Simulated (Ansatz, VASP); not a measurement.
## Ge in VASP and in Ansatz

```
CELL_PARAMETERS angstrom
2.67384 0.00000 0.00000
0.00000 2.67384 0.00000
0.00000 0.00000 2.67384
ATOMIC_POSITIONS crystal
Ge 0.00000 0.00000 0.00000
```

The cell was built by a generator and needn't be a form met in nature.

Alike in both runs: task single point; functional PBE; k mesh 10 × 10 × 10; occupations fermi-dirac, width 0.05 eV; no spin polarisation.

|  | VASP | Ansatz |
| --- | --- | --- |
| version | VASP 6.6.1 | Ansatz 0.2.0 |
| potentials or method | VASP PAW PBE potentials, release 64 (Ge_d) | Ansatz PAW soft_1 |
| plane-wave cutoff (eV) | 520 | 420 |
| valence electrons in the cell | 14 | 14 |

|  | VASP | Ansatz | Ansatz less VASP |
| --- | --- | --- | --- |
| gap on the k mesh at the Fermi level (eV) | none | none | - |
| pressure (GPa) | 2.6 | 2.6 | 0.00 |

A gap of «none» marks a metal or a gap that the smearing closes. With one functional, cell and mesh, what is left measures potentials, basis and numerics.
